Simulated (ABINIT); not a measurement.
Crystal: Te2Mo.

```
Te Mo
1.0
     3.51820    0.00000    0.00000
    -1.75910    3.04685    0.00000
     0.00000    0.00000   13.97360
Te Mo
4 2
Direct
  0.66667 0.33333 0.37900
  0.33333 0.66667 0.87900
  0.66667 0.33333 0.12100
  0.33333 0.66667 0.62100
  0.66667 0.33333 0.75000
  0.33333 0.66667 0.25000
```

Base run:

| Property | Result |
| --- | --- |
| Program | ABINIT 10.8.3 (patched build) |
| Functional | PBE |
| Potentials or basis | PseudoDojo NC SR PBE v0.4.1 standard |
| Cutoff | 952 eV |
| k mesh | 7 × 7 × 2 |
| Occupations | fermi-dirac, width 0.05 eV |
| Spin | no spin polarisation |

Its results: band gap on the k mesh 0.82 eV, indirect (least direct gap 1.25 eV); pressure 3.0 GPa; largest force 0.240 eV/Å.

Task: The run is repeated on the same cell with these changes: functional from PBE to LDA; potentials or basis from PseudoDojo NC SR PBE v0.4.1 standard to PseudoDojo NC SR LDA v0.4.1 standard. What comes out?

Result: Band gap on the k mesh 0.80 eV, indirect (least direct gap 1.24 eV); pressure -3.0 GPa; largest force 0.234 eV/Å.

Caveats: spin-orbit coupling is left out, which moves the levels of the heavy elements; an odd mesh through Γ misses points on the zone boundary, where band edges often lie; this functional lacks dispersion, which binds the layers, so the pressure and a relaxed spacing across them are unreliable (some runs).

Not every run made on this cell is shown here.
